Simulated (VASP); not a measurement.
Crystal: MgO.

```xyz
2
Lattice="2.9380 0.0000 0.0000 -1.4690 2.5444 0.0000 0.0000 0.0000 2.6797" Properties=species:S:1:pos:R:3 pbc="T T T"
Mg    0.0000    0.0000    0.0000
O     0.0000    1.6963    1.3398
```

Measurements of this composition are mostly on another form, of space group No. 225.

Base run:

| Quantity | Value |
| --- | --- |
| Program | VASP 6.6.1 |
| Functional | PBE-EpsX |
| Potentials or basis | VASP PAW PBE potentials, release 64 (Mg, O) |
| Cutoff | 520 eV |
| k mesh | 6 × 6 × 6 |
| Occupations | gaussian, width 0.02 eV |
| Spin | no spin polarisation |

Its results: band gap on the k mesh 5.70 eV, indirect (least direct gap 6.14 eV); pressure -6.9 GPa.

Question: The run is repeated on the same cell with these changes: functional from PBE-EpsX to PBE0. What comes out?

Answer: Band gap on the k mesh 5.30 eV, indirect (least direct gap 5.72 eV); pressure -6.0 GPa.

Caveats: the PAW data sets were made with another functional, which shifts forces and pressure a little.
